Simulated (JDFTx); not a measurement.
# SrO under changes of volume

One of the cells (16.901 Å³/atom); the others are scaled copies at fixed shape and fractional positions:

```
Sr O
1.0
     0.00000    2.56630    2.56630
     2.56630    0.00000    2.56630
     2.56630    2.56630    0.00000
Sr O
1 1
Direct
  0.50000 0.50000 0.50000
  0.00000 0.00000 0.00000
```

* Program: JDFTx 1.7.0 (patched build)
* Functional: PBEsol
* Potentials or basis: PseudoDojo-SR-PBEsol-0.4.1-standard with smoothed tails
* Cutoff: 1143 eV
* Density cutoff: 9143 eV
* k mesh: 9 × 9 × 9
* Occupations: fermi-dirac, width 0.05 eV
* Spin: no spin polarisation

```tsv
volume (Å³/atom)	energy over the lowest point (meV/atom)	pressure (GPa)	gap on the mesh (eV)
15.887	14.72	5.7	3.22
16.225	5.19	3.3	3.24
16.563	0.45	1.2	3.25
16.901	0.00	-0.8	3.27
17.239	3.38	-2.5	3.28
17.577	10.19	-4.0	3.29
17.915	?	?	?
```

**Question.** What does the run at 17.915 Å³/atom give?

**Answer.** Energy over the lowest point 20.07 meV/atom; pressure -5.4 GPa; gap on the mesh 3.29 eV.

Worked out: A Birch-Murnaghan fit of order 3 (a polynomial in V^(-2/3)) to the other rows has its minimum at 16.77 Å³/atom with B0 = V·E''(V) = 94 GPa and B' = 4.5. It gives 20.07 meV/atom at 17.915 Å³/atom, against the run's 20.07, and -dE/dV = -5.4 GPa, against -5.4. A straight line through the other rows of the gap, of slope 0.693 eV per unit of ln V, extrapolates to 3.31 eV, against the run's 3.29.

Energies are extrapolated to zero smearing.

Caveats: an odd mesh through Γ misses points on the zone boundary, where band edges often lie. Spin-orbit coupling on Sr is left out.
